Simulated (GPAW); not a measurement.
Here is a GPAW 26.7.0 calculation.

run.py

```python
from ase.dft.bandgap import bandgap
from ase.io import read, write
from gpaw import GPAW, PW
from gpaw.response.df import DielectricFunction

atoms = read('POSCAR')

calc = GPAW(mode=PW(450),
            xc='PBE',
            kpts={'size': (9, 9, 9), 'gamma': True},
            occupations={'name': 'fermi-dirac', 'width': 0.05},
            nbands=14,
            convergence={'density': 1e-06},
            maxiter=150,
            txt='gpaw.txt')
atoms.calc = calc
energy = atoms.get_potential_energy()
calc.write('gs.gpw')
write('result.traj', atoms)
print(f'Energy: {energy:.6f} eV')
print('Fermi level:', round(calc.get_fermi_level(), 4), 'eV')
print(f'Gap: {bandgap(calc)[0]:.4f} eV, direct: {bandgap(calc, direct=True)[0]:.4f} eV')

dense = calc.fixed_density(kpts={'size': (28, 28, 28), 'gamma': True},
                           nbands=22, convergence={'bands': 16, 'eigenstates': 1e-7},
                           update_fermi_level=True, txt='dense.txt')
dense.write('dense.gpw', mode='all')

df = DielectricFunction('dense.gpw', frequencies={'type': 'nonlinear', 'domega0': 0.05, 'omega2': 10},
                        eta=0.1, ecut=50, nbands=16, rate='eta', txt='df.txt')
for direction in ['x']:
    df.get_dielectric_function(xc='RPA', direction=direction, filename=f'df_{direction}.csv')
```

POSCAR

```
Au
1.0
    0.0000000000      2.0749120936      2.0749120936
    2.0749120936      0.0000000000      2.0749120936
    2.0749120936      2.0749120936      0.0000000000
Au
1
Direct
    0.0000000000      0.0000000000      0.0000000000
```

Potentials or basis: GPAW PAW data sets (gpaw-data 1.2.1), pw.

Launch:

```bash
$ OMP_NUM_THREADS=1 python run.py
```

Predict the band gap on the k mesh.

none (metal or under the smearing width).

Dielectric function (mean over the directions given):
| energy (eV) | real part | imaginary part |
| --- | --- | --- |
| 0.67 | -120.33 | 39.23 |
| 1.26 | -29.23 | 6.21 |
| 1.89 | -5.90 | 3.92 |
| 2.54 | -1.71 | 7.10 |
| 3.17 | -1.43 | 7.23 |
| 3.76 | -1.14 | 6.70 |
| 4.44 | -0.31 | 4.64 |
| 5.01 | 0.23 | 4.04 |
| 5.68 | 0.93 | 4.21 |
| 6.31 | 1.02 | 4.47 |
| 6.87 | 0.33 | 4.49 |
| 7.55 | -0.49 | 4.27 |
| 8.16 | -0.68 | 3.31 |
| 8.80 | -0.96 | 2.64 |
| 9.47 | -0.61 | 2.11 |
| 10.16 | -0.19 | 1.78 |
| 10.78 | 0.18 | 1.73 |
| 11.41 | 0.26 | 1.66 |
| 12.08 | 0.30 | 1.85 |
| 12.65 | 0.13 | 1.80 |
| 13.36 | -0.04 | 1.59 |
| 13.97 | 0.05 | 1.54 |
| 14.61 | 0.13 | 1.33 |
| 15.26 | 0.12 | 1.23 |
| 15.94 | 0.20 | 1.19 |
| 16.64 | 0.30 | 1.07 |
| 17.36 | 0.33 | 0.92 |
| 18.12 | 0.50 | 0.82 |
| 18.90 | 0.76 | 0.99 |
| 19.87 | 0.52 | 1.19 |

Caveat: the intraband term hangs on this k mesh; the long-wavelength limit can be off by several per cent where d states take part; independent-particle spectra lack excitons. Spin-orbit coupling is left out, which matters for the levels of Au.
